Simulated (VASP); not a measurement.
# Silicene and its bilayer, part 4 of 8

What are the lattice, gap and band positions of silicene, and what does a second sheet change?

VASP 6.6.1; r2SCAN with rVV10; plane waves and PAW (Si).

So far. Step 3 (A second relaxation): The start already met the threshold, so nothing moved. Step 4 (Vacuum level and density of states): The vacuum level lies 4.70 eV above the Fermi level at the upper face; both faces agree, as the slab has next to no dipole.

## (5) The slab in a field, field -0.1

A field across the slab, with the atoms held, gives the electronic response: the dipole changes linearly with the field, and the energy has a linear term from the slab's own dipole and a quadratic one from its polarisability.

File INCAR:

```
SYSTEM = Si
PREC = Normal
ENCUT = 350
EDIFF = 1E-06
NELM = 120
ISMEAR = 0
SIGMA = 0.03
LREAL = .FALSE.
ALGO = Normal
METAGGA = R2SCAN
LUSE_VDW = .TRUE.
IVDW_NL = 2
BPARAM = 11.95
CPARAM = 0.0093
LASPH = .TRUE.
NBANDS = 10
LORBIT = 11
LWAVE = .FALSE.
LCHARG = .FALSE.
KPAR = 4
IDIPOL = 3
LDIPOL = .TRUE.
DIPOL = 0.5 0.5 0.5
EFIELD = -0.1
```

File POSCAR:

```
Si
1.0
    3.8540428162      0.0000000000      0.0000000000
   -1.9270214081      3.3376989861      0.0000000000
    0.0000000000      0.0000000000     22.0000000000
Si
2
Direct
    0.3333333333      0.6666666667      0.4914971843
    0.6666666667      0.3333333333      0.5085028157
```

File KPOINTS:

```
Automatic mesh
0
Gamma
9 9 1
0 0 0
```

Potentials, in the order of the species: Si (PBE family, release 64).

On the command line:

```bash
> mpirun -np 4 vasp_std
```

Log:

```text
[... set-up lines as in an earlier step ...]
 entering main loop
       N       E                     dE             d eps       ncg     rms          rms(c)
Total rVV10 correction in eV:      0.3048899    10.7364027
Total rVV10 correction in eV:      0.3048899    10.7364027
Total rVV10 correction in eV:      0.3048899    10.7364027
Total rVV10 correction in eV:      0.3048899    10.7364027
DAV:   1     0.215761478500E+02    0.21576E+02   -0.19377E+03   240   0.354E+02
DAV:   2    -0.148310606863E+02   -0.36407E+02   -0.33911E+02   362   0.766E+01
DAV:   3    -0.171410856059E+02   -0.23100E+01   -0.23040E+01   330   0.222E+01
DAV:   4    -0.171880012354E+02   -0.46916E-01   -0.46828E-01   378   0.394E+00
DAV:   5    -0.171885164344E+02   -0.51520E-03   -0.51518E-03   342   0.388E-01    0.592E+00
Total rVV10 correction in eV:      0.3060589    10.7375764
Total rVV10 correction in eV:      0.3060589    10.7375764
Total rVV10 correction in eV:      0.3060589    10.7375764
Total rVV10 correction in eV:      0.3060589    10.7375764
DAV:   6    -0.158656708321E+02    0.13228E+01   -0.15626E-01   302   0.214E+00    0.397E+00
Total rVV10 correction in eV:      0.3119024    10.7396768
Total rVV10 correction in eV:      0.3119024    10.7396768
Total rVV10 correction in eV:      0.3119024    10.7396768
Total rVV10 correction in eV:      0.3119024    10.7396768
DAV:   7    -0.158044221795E+02    0.61249E-01   -0.40017E-01   360   0.288E+00    0.496E-01
Total rVV10 correction in eV:      0.3123106    10.7395109
Total rVV10 correction in eV:      0.3123106    10.7395109
Total rVV10 correction in eV:      0.3123106    10.7395109
Total rVV10 correction in eV:      0.3123106    10.7395109
DAV:   8    -0.158026696194E+02    0.17526E-02   -0.22615E-02   272   0.838E-01    0.335E-01
Total rVV10 correction in eV:      0.3141144    10.7394928
Total rVV10 correction in eV:      0.3141144    10.7394928
Total rVV10 correction in eV:      0.3141144    10.7394928
Total rVV10 correction in eV:      0.3141144    10.7394928
DAV:   9    -0.158048557553E+02   -0.21861E-02   -0.37322E-03   298   0.388E-01    0.910E-02
Total rVV10 correction in eV:      0.3143361    10.7393335
Total rVV10 correction in eV:      0.3143361    10.7393335
Total rVV10 correction in eV:      0.3143361    10.7393335
Total rVV10 correction in eV:      0.3143361    10.7393335
DAV:  10    -0.158055279677E+02   -0.67221E-03   -0.25055E-04   338   0.984E-02    0.510E-02
Total rVV10 correction in eV:      0.3158871    10.7389550
Total rVV10 correction in eV:      0.3158871    10.7389550
Total rVV10 correction in eV:      0.3158871    10.7389550
Total rVV10 correction in eV:      0.3158871    10.7389550
DAV:  11    -0.158067928739E+02   -0.12649E-02   -0.10021E-03   286   0.161E-01    0.617E-02
Total rVV10 correction in eV:      0.3166021    10.7384901
Total rVV10 correction in eV:      0.3166021    10.7384901
Total rVV10 correction in eV:      0.3166021    10.7384901
Total rVV10 correction in eV:      0.3166021    10.7384901
DAV:  12    -0.158074215161E+02   -0.62864E-03   -0.38207E-04   266   0.101E-01    0.331E-02
Total rVV10 correction in eV:      0.3172139    10.7377947
Total rVV10 correction in eV:      0.3172139    10.7377947
Total rVV10 correction in eV:      0.3172139    10.7377947
Total rVV10 correction in eV:      0.3172139    10.7377947
DAV:  13    -0.158079988837E+02   -0.57737E-03   -0.35819E-04   246   0.103E-01    0.132E-02
Total rVV10 correction in eV:      0.3173590    10.7372665
Total rVV10 correction in eV:      0.3173590    10.7372665
Total rVV10 correction in eV:      0.3173590    10.7372665
Total rVV10 correction in eV:      0.3173590    10.7372665
DAV:  14    -0.158081975192E+02   -0.19864E-03   -0.23004E-04   246   0.809E-02    0.179E-02
Total rVV10 correction in eV:      0.3174381    10.7369330
Total rVV10 correction in eV:      0.3174381    10.7369330
Total rVV10 correction in eV:      0.3174381    10.7369330
Total rVV10 correction in eV:      0.3174381    10.7369330
DAV:  15    -0.158083481340E+02   -0.15061E-03   -0.62829E-05   278   0.398E-02    0.823E-03
Total rVV10 correction in eV:      0.3174837    10.7366523
Total rVV10 correction in eV:      0.3174837    10.7366523
Total rVV10 correction in eV:      0.3174837    10.7366523
Total rVV10 correction in eV:      0.3174837    10.7366523
DAV:  16    -0.158084882040E+02   -0.14007E-03   -0.25465E-05   262   0.256E-02    0.293E-03
Total rVV10 correction in eV:      0.3175115    10.7365372
Total rVV10 correction in eV:      0.3175115    10.7365372
Total rVV10 correction in eV:      0.3175115    10.7365372
Total rVV10 correction in eV:      0.3175115    10.7365372
DAV:  17    -0.158085408363E+02   -0.52632E-04   -0.45924E-06   262   0.127E-02    0.219E-03
Total rVV10 correction in eV:      0.3175270    10.7364496
Total rVV10 correction in eV:      0.3175270    10.7364496
Total rVV10 correction in eV:      0.3175270    10.7364496
Total rVV10 correction in eV:      0.3175270    10.7364496
DAV:  18    -0.158085750062E+02   -0.34170E-04   -0.22906E-06   260   0.841E-03    0.771E-04
Total rVV10 correction in eV:      0.3175292    10.7364258
Total rVV10 correction in eV:      0.3175292    10.7364258
Total rVV10 correction in eV:      0.3175292    10.7364258
Total rVV10 correction in eV:      0.3175292    10.7364258
DAV:  19    -0.158085839282E+02   -0.89220E-05   -0.34544E-07   290   0.417E-03    0.266E-04
Total rVV10 correction in eV:      0.3175292    10.7364096
Total rVV10 correction in eV:      0.3175292    10.7364096
Total rVV10 correction in eV:      0.3175292    10.7364096
Total rVV10 correction in eV:      0.3175292    10.7364096
DAV:  20    -0.158085879774E+02   -0.40491E-05   -0.19949E-07   272   0.303E-03    0.102E-04
Total rVV10 correction in eV:      0.3175292    10.7364077
Total rVV10 correction in eV:      0.3175292    10.7364077
Total rVV10 correction in eV:      0.3175292    10.7364077
Total rVV10 correction in eV:      0.3175292    10.7364077
DAV:  21    -0.158085881851E+02   -0.20775E-06   -0.23580E-08   382   0.130E-03
Total rVV10 correction in eV:      0.3175293    10.7364060
Total rVV10 correction in eV:      0.3175293    10.7364060
Total rVV10 correction in eV:      0.3175293    10.7364060
Total rVV10 correction in eV:      0.3175293    10.7364060
Total rVV10 correction in eV:      0.3175292    10.7364067
Total rVV10 correction in eV:      0.3175292    10.7364067
Total rVV10 correction in eV:      0.3175292    10.7364067
Total rVV10 correction in eV:      0.3175292    10.7364067
   1 F= -.15808588E+02 E0= -.15808174E+02  d E =-.827860E-03
```

It took 46 s on 4 MPI ranks of AMD EPYC 9R45, shared host; peak memory 1.2 GiB.

Parts of OUTCAR (step 5):

```text
   NELECT =       8.0000    total number of electrons

 dipolmoment           0.000000      0.000000     -0.023241 electrons x Angstroem

 E-fermi :  -3.1706

 k-point     1 :       0.0000    0.0000    0.0000
  band No.  band energies     occupation
      1     -14.9770      2.00000
      2      -6.5718      2.00000
      3      -4.6748      2.00000
      4      -4.6747      2.00000
      5      -0.8282      0.00000
      6      -0.2081      0.00000
      7      -0.0780      0.00000
      8      -0.0779      0.00000
      9       1.2200      0.00000
    ...

  Total       -0.0281740     -0.0281740     -0.0154809      0.0000000      0.0000000      0.0000000
  in kB       -0.1595043     -0.1595043     -0.0876437      0.0000000      0.0000000      0.0000000
  external PRESSURE =      -0.1355508 kB  Pullay stress =       0.0000000 kB

 POSITION                                       TOTAL-FORCE (eV/Angst)
 -----------------------------------------------------------------------------------
     -0.00000      2.22513     10.81294        -0.000000      0.000000      0.005749
      1.92702      1.11257     11.18706         0.000000      0.000000     -0.005749
 -----------------------------------------------------------------------------------
    total drift:                               -0.000024     -0.000013     -0.000031

  FREE ENERGIE OF THE ION-ELECTRON SYSTEM (eV)
  ---------------------------------------------------
  free  energy   TOTEN  =       -15.8085881851 eV

  energy  without entropy=      -15.8077603253  energy(sigma->0) =      -15.80817426

 vacuum level on the upper side and lower side of the slab         2.475         0.685

[... 8 parts as in an earlier step ...]

[... 9 further parts left out ...]
```

This step gave:

| Quantity | Value |
| --- | --- |
| electronic cycles | 21 |
| Fermi energy | -3.171 eV |
| dipole moment | 0, 0, -0.02324 e·Å |

VASP counts the dipole in electrons times Å, so a positive number points the physical dipole along −c. A positive EFIELD is likewise a physical field along −c.

Energy at zero smearing: -15.80817 eV.

## (6) The slab in a field, field 0.1

INCAR: that of step 5 with these lines changed.

```diff
@@ -23,2 +23,2 @@
 DIPOL = 0.5 0.5 0.5
-EFIELD = -0.1
+EFIELD = 0.1
```

POSCAR is that of step 5.

KPOINTS is that of step 5.

On the command line:

```bash
> mpirun -np 4 vasp_std
```

Log:

```text
[... set-up lines as in an earlier step ...]
 entering main loop
       N       E                     dE             d eps       ncg     rms          rms(c)
Total rVV10 correction in eV:      0.3048899    10.7364027
Total rVV10 correction in eV:      0.3048899    10.7364027
Total rVV10 correction in eV:      0.3048899    10.7364027
Total rVV10 correction in eV:      0.3048899    10.7364027
DAV:   1     0.215215506757E+02    0.21522E+02   -0.19379E+03   240   0.354E+02
DAV:   2    -0.149749870459E+02   -0.36497E+02   -0.34347E+02   366   0.761E+01
DAV:   3    -0.171377086193E+02   -0.21627E+01   -0.21562E+01   318   0.218E+01
DAV:   4    -0.171878450302E+02   -0.50136E-01   -0.50110E-01   364   0.430E+00
DAV:   5    -0.171885382011E+02   -0.69317E-03   -0.69316E-03   364   0.435E-01    0.591E+00
Total rVV10 correction in eV:      0.3060590    10.7375763
Total rVV10 correction in eV:      0.3060590    10.7375763
Total rVV10 correction in eV:      0.3060590    10.7375763
Total rVV10 correction in eV:      0.3060590    10.7375763
[...]
Total rVV10 correction in eV:      0.3175292    10.7364257
DAV:  19    -0.158085840004E+02   -0.94884E-05   -0.38422E-07   290   0.427E-03    0.269E-04
Total rVV10 correction in eV:      0.3175292    10.7364096
Total rVV10 correction in eV:      0.3175292    10.7364096
Total rVV10 correction in eV:      0.3175292    10.7364096
Total rVV10 correction in eV:      0.3175292    10.7364096
DAV:  20    -0.158085880094E+02   -0.40090E-05   -0.19671E-07   272   0.296E-03    0.112E-04
Total rVV10 correction in eV:      0.3175292    10.7364077
Total rVV10 correction in eV:      0.3175292    10.7364077
Total rVV10 correction in eV:      0.3175292    10.7364077
Total rVV10 correction in eV:      0.3175292    10.7364077
DAV:  21    -0.158085881964E+02   -0.18698E-06   -0.21490E-08   384   0.125E-03
Total rVV10 correction in eV:      0.3175293    10.7364060
Total rVV10 correction in eV:      0.3175293    10.7364060
Total rVV10 correction in eV:      0.3175293    10.7364060
Total rVV10 correction in eV:      0.3175293    10.7364060
Total rVV10 correction in eV:      0.3175292    10.7364067
Total rVV10 correction in eV:      0.3175292    10.7364067
Total rVV10 correction in eV:      0.3175292    10.7364067
Total rVV10 correction in eV:      0.3175292    10.7364067
   1 F= -.15808588E+02 E0= -.15808174E+02  d E =-.827860E-03
```

Elapsed: 46 s, on 4 MPI ranks; peak memory 1.2 GiB; 3 min of CPU time.

From OUTCAR (step 6):

```text
  Total       -0.0281736     -0.0281736     -0.0154840      0.0000000     -0.0000000     -0.0000000
  in kB       -0.1595024     -0.1595024     -0.0876610      0.0000000     -0.0000000     -0.0000000
  external PRESSURE =      -0.1355553 kB  Pullay stress =       0.0000000 kB

 POSITION                                       TOTAL-FORCE (eV/Angst)
 -----------------------------------------------------------------------------------
     -0.00000      2.22513     10.81294        -0.000000      0.000000      0.005749
      1.92702      1.11257     11.18706         0.000000      0.000000     -0.005749
 -----------------------------------------------------------------------------------
    total drift:                                0.000024      0.000013      0.000030

  FREE ENERGIE OF THE ION-ELECTRON SYSTEM (eV)
  ---------------------------------------------------
  free  energy   TOTEN  =       -15.8085881964 eV

  energy  without entropy=      -15.8077603365  energy(sigma->0) =      -15.80817427

[... 2 parts as in an earlier step ...]

[... 1 further part left out ...]
[key lines of the parts left out:]
E-fermi :  -3.1706
```

This step gave:

```
dipole moment : 0, 0, 0.02324 e·Å
```

Energy at zero smearing: -15.80817 eV.

(Part 4 of 8 ends here.)

[Lines on the potential files, build, host, timing and source positions are cut from VASP's logs without a mark.]

[Logs are printed without paths, hosts, clocks, repeated set-up lines and the standing remarks that a program may print on its own settings, such as how far it seeks lower states.]

[Hosts, paths, dates, database ids (printed as entryN), source tags and the programs' standing remarks are cut or masked in the printed files.]

[Runs that stopped without an error message from VASP are left out.]
